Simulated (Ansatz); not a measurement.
# CdTe (F-43m) in Ansatz: further runs, part 2 of 2

Ansatz 0.2.0. The steps go on from the part before.

### 5 Single point, PBE

Contents of input.yaml:

```yaml
crystal:
  lattice:
    - [0.0, 3.205, 3.205]
    - [3.205, 0.0, 3.205]
    - [3.205, 3.205, 0.0]
  atoms:
    - { symbol: Te, position: [0.75, 0.75, 0.75] }
    - { symbol: Cd, position: [0.0, 0.0, 0.0] }
hamiltonian:
  xc: pbe
  pseudopotentials: { kind: paw }
kpoints:
  mp_grid: { grid: [7, 7, 7] }
scf:
  occupations: { method: gaussian, width: 0.012 }
output:
  forces: true
  stress: true
  eigenvalues: true
```

Potentials or basis: Ansatz PAW.

Run with:

```bash
ansatz run input.yaml --threads 2 --pin off --max-ram 5632MiB --backend cpu --events-out ev --progress --plain --runs-dir out
```

Log:

```text
Warning: RAYON_NUM_THREADS=2 ignored (pool sized by the plan → 2); use --threads N
Engine: ansatz 0.2.0, x86_64-unknown-linux-gnu
Pseudopotentials: kind: paw
Pseudopotential: Te, paw, valence charge 16, recommended cutoff 420 eV (normal), Te.paw.azcp
Pseudopotential: Cd, paw, valence charge 20, recommended cutoff 420 eV (normal), Cd.paw.azcp
Functional definition: PBE
  parameter kappa = 0.804
  parameter beta = 0.06672455060314922
  exchange = pbe_x(kappa = kappa, mu = beta*pi^2/3)
  correlation = pbe_c(beta = beta)
Crystal: 2 atoms, lattice volume = 65.844 Å³
Basis set: ecut = 420 eV, 1243 PW (Γ), exchange–correlation on 64×64×64 points (8 copies of the dense FFT grid, shifted against one another)
Bands: 22, of which v1, the nominal top of the filled ones, is band 18 counted from 1 (17 counted from 0)
Symmetry: 24 space group operations
Space group: F-43m (ITA 216), of the structure as read, at distance tolerance 4.0e-5 Å
k-points: 20 of 343 (time reversal used)
Non-local potential: Te, projectors of the file, l = 0: 2, l = 1: 2, l = 2: 2, l = 3: 2
Non-local potential: Cd, projectors of the file, l = 0: 3, l = 1: 2, l = 2: 2, l = 3: 1
PAW form: soft (Blöchl's): semilocal exchange-correlation on the pseudo side does not see the compensation charge
PAW one-centre angular grid: Te, 590 points (default); XC on 64 Gauss nodes
PAW one-centre angular grid: Cd, 590 points (default); XC on 64 Gauss nodes
Initial density: superposition of atomic densities (neutral atoms: chi_scale 0, normalization atom), corrected by the library's trained network
Initial wavefunctions: pseudopotential atomic-orbital guess
Functional: x = pbe(κ = 0.804, μ = 0.2195149727645171), c = pbe(β = 0.06672455060314922)
[... 11 lines left out ...]
Harris-Foulkes:  -15235.257232 eV  (|F-HF|=2.10e-9)
Internal energy: -15235.257232 eV  (E = F + TS)
E sigma→0 (E₀):  -15235.257232 eV
Fermi energy:    8.375793 eV
--- Per-component energies (eV) ---
  E_band       = -775.989300
  E_kinetic    = 686.481085
  E_local      = -5346.869095  (includes V_loc(G=0)·N_el)
  E_nonlocal   = -276.798411
  E_hartree    = 2704.016461
  E_xc         = -301.589987
  E_vxc        = -326.551998  (∫ρ·V_xc dr)
  E_paw        = -8745.751780  (= ΣΔE_a)
  E_vpaw       = -920.285174  (= ΣTr[D̂ρ^β])
  E_aug_tail   = -0.000205  (compensation charges beyond the density's cutoff)
  E_ewald      = -3954.745301
  E_smearing   = -0.000000  (= −TS)
  E_closure    = -0.000000  (closes the sum)
  Σ components = -15235.257232   (vs F -15235.257232, Δ=0.00e0)
--- Forces (eV/Å), atoms counted from 1 ---
  atom   1  Te     0.00000000    -0.00000000    -0.00000000
  atom   2  Cd    -0.00000000    -0.00000000     0.00000000
  max |Σ_I F_I| component: 1.18e-16 eV/Å
--- Stress (GPa, compression-positive) ---
        4.243171       0.000000      -0.000000
       -0.000000       4.243171       0.000000
       -0.000000       0.000000       4.243171
  P = ⅓ Tr σ = 4.2432 GPa (42.432 kbar)
--- Band table (eV; the first three rows and the last of 20) ---
  k-point 0: bands = ["-94.2604", "-55.3235", "-55.3235", "-55.3235", "-28.1557", "-28.1557", "-28.1557", "-28.1464", "-28.1464", "-3.4288", "-0.4575", "-0.4575", "-0.4575", "-0.1710", "-0.1710", "7.9393", "7.9393", "7.9393", "8.8121", "12.5347", "12.5347", "12.5347"]
  k-point 1: bands = ["-94.2604", "-55.3235", "-55.3235", "-55.3235", "-28.1557", "-28.1556", "-28.1556", "-28.1463", "-28.1463", "-3.3478", "-0.4419", "-0.4419", "-0.3952", "-0.1723", "-0.1723", "6.4680", "7.7526", "7.7526", "9.7778", "12.5833", "12.8122", "12.8122"]
  k-point 2: bands = ["-94.2604", "-55.3236", "-55.3235", "-55.3235", "-28.1558", "-28.1555", "-28.1555", "-28.1463", "-28.1463", "-3.1651", "-0.4104", "-0.4104", "-0.1785", "-0.1704", "-0.1704", "4.7229", "7.3950", "7.3950", "9.9649", "13.1542", "13.1542", "13.7571"]
  k-point 19: bands = ["-94.2604", "-55.3236", "-55.3235", "-55.3235", "-28.1558", "-28.1555", "-28.1550", "-28.1463", "-28.1460", "-2.8814", "-0.3316", "-0.3155", "-0.2057", "-0.1683", "0.4248", "3.6112", "5.2845", "6.0113", "11.6631", "12.7962", "13.9008", "14.6953"]
```

It took 1.4 s on 2 threads of Intel Xeon at 2.70GHz, shared host; peak memory 0.37 GiB.

What came out:

- Free energy: -15235.2572 eV
- Pressure: 4.2 GPa
- Band gap on the k mesh: 0.87 eV, direct

Caveat: odd divisions of the mesh miss points on the zone boundary, where band edges often lie, so the gap on the mesh can be too wide; spin-orbit coupling is left out, which moves the levels of the heavy elements.

### 6 Summary

| task | level | cell | smearing | gap on the mesh (eV) | pressure (GPa) | relaxed volume (Å³/atom) |
| --- | --- | --- | --- | --- | --- | --- |
| single point | PBE | as given | gaussian 0.024 eV | 0.87 | 4.2 | - |
| relaxation of cell and atoms | revPBE | relaxed | fermi-dirac 0.05 eV | 0.60 | 0.0 | 37.46 |
| relaxation of cell and atoms | BLYP | relaxed | fermi-dirac 0.05 eV | 0.28 | 0.0 | 38.67 |
| single point | PBE | as given | gaussian 0.012 eV | 0.87 | 4.2 | - |

Alike in all rows: potentials or basis Ansatz PAW; no spin polarisation; k mesh 7 × 7 × 7; cutoff (eV) 420.

Caveats: odd divisions of the mesh miss points on the zone boundary, where band edges often lie, so the gap on the mesh can be too wide; spin-orbit coupling is left out, which moves the levels of the heavy elements; the plane-wave basis is chosen anew once the cell has moved, so the energies of steps on either side of that aren't comparable (some runs); the PAW data sets come from PBE, with cores solved anew for the run's functional, which leaves a small shift of forces and pressure (some runs); the volume moved by +14 % from the deposited cell, more than functionals usually miss (some runs); the volume moved by over 15 % at a fixed basis, so the end points are rough (some runs); the volume moved by +17 % from the deposited cell, more than functionals usually miss (some runs).

Absolute energies hang on the potentials; compare differences alone.

### 7 How close it comes

Step 2. Against the measured gap of CdTe, 1.607 eV (0 K; a printed reference work, data compilation), the calculated 0.87 eV is off by -0.73 eV. Spin-orbit coupling on Cd, Te is left out. The value is that of PBE, without temperature or zero-point motion. Semilocal functionals fall short of measured gaps as a rule.

Step 5. A measured gap of CdTe is 1.607 eV (0 K; a printed reference work, data compilation); the calculated 0.87 eV misses it by -0.73 eV. Spin-orbit coupling on Cd, Te is left out. The value is that of PBE, without temperature or zero-point motion. Semilocal functionals fall short of measured gaps as a rule.
